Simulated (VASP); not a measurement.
Wanted: the native input for a VASP 6.6.1 run.

```yaml
Task: density of states
Functional: r2SCAN
Potentials_or_basis: VASP PAW PBE potentials, release 64 (Au, Zn)
Cutoff: 520 eV
k_mesh: 10 × 10 × 10
Occupations: tetrahedron
Spin: no spin polarisation
Dipole_correction: no
Further_INCAR_settings: ALGO = Normal; EDIFF = 1e-07
```

The structure of ZnAu lies in POSCAR:

```
ZnAu
1.0
    3.2334310000      0.0000000000      0.0000000000
    0.0000000000      3.2334310000      0.0000000000
    0.0000000000      0.0000000000      3.2334310000
Au Zn
1 1
Direct
    0.0000000000      0.0000000000      0.0000000000
    0.5000000000      0.5000000000      0.5000000000
```

These files were run (other wordings do the same):

INCAR

```
SYSTEM = ZnAu
  PREC = Accurate
  ENCUT = 520
  EDIFF = 1E-7
  ISMEAR = -5
  SIGMA = 0.0296
  LREAL = .False.
  LASPH = .True.
  NELM = 80
  ALGO = Normal
  ISIF = 2
  LWAVE = .False.
  LCHARG = .False.
  LMAXMIX = 4
  METAGGA = R2SCAN
  LMIXTAU = .True.
  LORBIT = 10
  NEDOS = 1001
```

KPOINTS

```
regular mesh
0
Gamma
  10 10 10
  0 0 0
```

Potentials or basis: VASP PAW PBE potentials, release 64 (Au, Zn).

Run with:

```console
$ cat potpaw_PBE.64/Au/POTCAR potpaw_PBE.64/Zn/POTCAR > POTCAR
$ mpirun -np 1 vasp_std > vasp.out
```

It gave:

```
Pressure                                              : -8.5 GPa
Band gap on the k mesh                                : none (metal or under the smearing width)
Valence electrons inside the program's atomic spheres : Au 9.67; Zn 10.66
```

Caveat: the PAW data sets were made with another functional, which shifts forces and pressure a little; tetrahedron occupations give inexact forces and stress in metals.

Wall time 40 s on 1 thread of Intel(R) Xeon(R) 6975P-C (Granite Rapids), on a shared host, peak memory 0.16 GiB.
